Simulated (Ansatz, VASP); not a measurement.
Ta: VASP beside Ansatz

The input INCAR:

```
SYSTEM = Ta
  ALGO = Fast
  EDIFF = 1E-7
  ENCUT = 520
  GGA = PS
  ISIF = 2
  ISMEAR = 0
  LASPH = .TRUE.
  LCHARG = .FALSE.
  LREAL = .FALSE.
  LWAVE = .FALSE.
  NBANDS = 54
  NELM = 100
  PREC = Accurate
  SIGMA = 0.1
```

Contents of KPOINTS:

```
k-points
0
G
  4 4 4
  0 0 0
```

File POSCAR:

```
Ta
1.0
    5.3121625516      0.0000000000      0.0000000000
    0.0000000000      5.3121625516      0.0000000000
    0.0000000000      0.0000000000      5.3121625516
Ta
8
Direct
    0.5000000000      0.5000000000      0.5000000000
    0.0000000000      0.0000000000      0.0000000000
    0.2500000000      0.0000000000      0.5000000000
    0.5000000000      0.2500000000      0.0000000000
    0.5000000000      0.7500000000      0.0000000000
    0.7500000000      0.0000000000      0.5000000000
    0.0000000000      0.5000000000      0.7500000000
    0.0000000000      0.5000000000      0.2500000000
```

Input for Ansatz:

```yaml
crystal:
  lattice:
    - [5.3121625516, 0.0, 0.0]
    - [0.0, 5.3121625516, 0.0]
    - [0.0, 0.0, 5.3121625516]
  atoms:
    - { symbol: Ta, position: [0.5, 0.5, 0.5] }
    - { symbol: Ta, position: [0.0, 0.0, 0.0] }
    - { symbol: Ta, position: [0.25, 0.0, 0.5] }
    - { symbol: Ta, position: [0.5, 0.25, 0.0] }
    - { symbol: Ta, position: [0.5, 0.75, 0.0] }
    - { symbol: Ta, position: [0.75, 0.0, 0.5] }
    - { symbol: Ta, position: [0.0, 0.5, 0.75] }
    - { symbol: Ta, position: [0.0, 0.5, 0.25] }
basis:
  ecutwfc: 420
kpoints:
  mp_grid: { grid: [4, 4, 4] }
hamiltonian:
  xc: pbesol
scf:
  occupations: { method: gaussian, width: 0.1 }
  lower_state_search: "off"
output:
  forces: true
  stress: true
  eigenvalues: true
```

Alike in both runs: task single point; functional PBEsol; k mesh 4 × 4 × 4; occupations gaussian, width 0.1 eV; no spin polarisation.

|  | VASP | Ansatz |
| --- | --- | --- |
| version | VASP 6.6.1 | Ansatz 0.2.0 |
| potentials or method | VASP PAW PBE potentials, release 64 (Ta_pv) | scalar-relativistic, plane waves, PAW |
| plane-wave cutoff (eV) | 520 | 420 |
| valence electrons in the cell | 88 | 104 |

```tsv
	VASP	Ansatz	Ansatz less VASP
gap on the k mesh at the Fermi level (eV)	none	none	-
pressure (GPa)	-5.8	-5.9	-0.11
```

A gap of «none» marks a metal or a gap that the smearing closes. The two sets of potentials don't hold the same shells in valence.

Caveats: the PAW data sets were made with another functional, which shifts forces and pressure a little (VASP). The runs have no spin-orbit coupling, so splittings on Ta are missing.
